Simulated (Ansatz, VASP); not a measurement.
Two plane-wave programs on Pd

The input INCAR:

```
SYSTEM = Pd
PREC = Accurate
ENCUT = 520
EDIFF = 1E-8
ISMEAR = -1
SIGMA = 0.08
LREAL = .FALSE.
LASPH = .TRUE.
NELM = 80
ALGO = Normal
ISIF = 2
LWAVE = .FALSE.
LCHARG = .FALSE.
GGA = PE
LEFG = .TRUE.
NBANDS = 17
```

The input KPOINTS:

```
regular mesh
0
G
  15 15 8
  0 0 0
```

Contents of POSCAR:

```
Pd
1.0
    2.7741436858      0.0000000000      0.0000000000
   -1.3870718429      2.4024789057      0.0000000000
    0.0000000000      0.0000000000      4.6263075777
Pd
2
Direct
    0.3333333333      0.6666666667      0.2500000000
    0.6666666667      0.3333333333      0.7500000000
```

Input for Ansatz:

```yaml
crystal:
  lattice:
    - [2.7741436858, 0.0, 0.0]
    - [-1.3870718429, 2.4024789057, 0.0]
    - [0.0, 0.0, 4.6263075777]
  atoms:
    - { symbol: Pd, position: [0.3333333333, 0.6666666667, 0.25] }
    - { symbol: Pd, position: [0.6666666667, 0.3333333333, 0.75] }
kpoints:
  mp_grid: { grid: [15, 15, 8] }
  band_path:
    path:
      - [0.0, 0.0, 0.0]
      - [0.5, 0.0, 0.0]
      - [0.3333333333, 0.3333333333, 0.0]
      - [0.0, 0.0, 0.0]
      - [0.0, 0.0, 0.5]
      - [0.5, 0.0, 0.5]
      - [0.3333333333, 0.3333333333, 0.5]
      - [0.0, 0.0, 0.5]
      - [0.5, 0.0, 0.5]
    npoints: 8
scf:
  occupations: { method: fermi_dirac, width: 0.08 }
hamiltonian:
  xc: pbe
  pseudopotentials: { kind: paw }
output:
  forces: true
  stress: true
  eigenvalues: true
  efg: { contact_densities: true }
  populations: true
  bader: true
  dos: { projected: true, de: 0.2, e_range: [-14, 8] }
```

Alike in both runs: task electric field gradients; functional PBE; k mesh 15 × 15 × 8; occupations fermi-dirac, width 0.08 eV; no spin polarisation.

|  | VASP | Ansatz |
| --- | --- | --- |
| version | VASP 6.6.1 | Ansatz 0.2.0 |
| potentials or method | VASP PAW PBE potentials, release 64 (Pd) | PAW with Ansatz's default frozen-core files, scalar-relativistic |
| plane-wave cutoff (eV) | 520 | 420 |
| valence electrons in the cell | 20 | 36 |

|  | VASP | Ansatz | Ansatz less VASP |
| --- | --- | --- | --- |
| pressure (GPa) | -0.3 | 0.0 | +0.28 |
| Vzz of the field gradient on the site that differs most (V/Å²) | -11.4 | -16.6 | -5.20 |

The functional is the same, so the differences come from potentials, cutoffs and numerics. The two sets of potentials don't hold the same shells in valence. Ansatz warned: «gradients_without_spin_orbit».
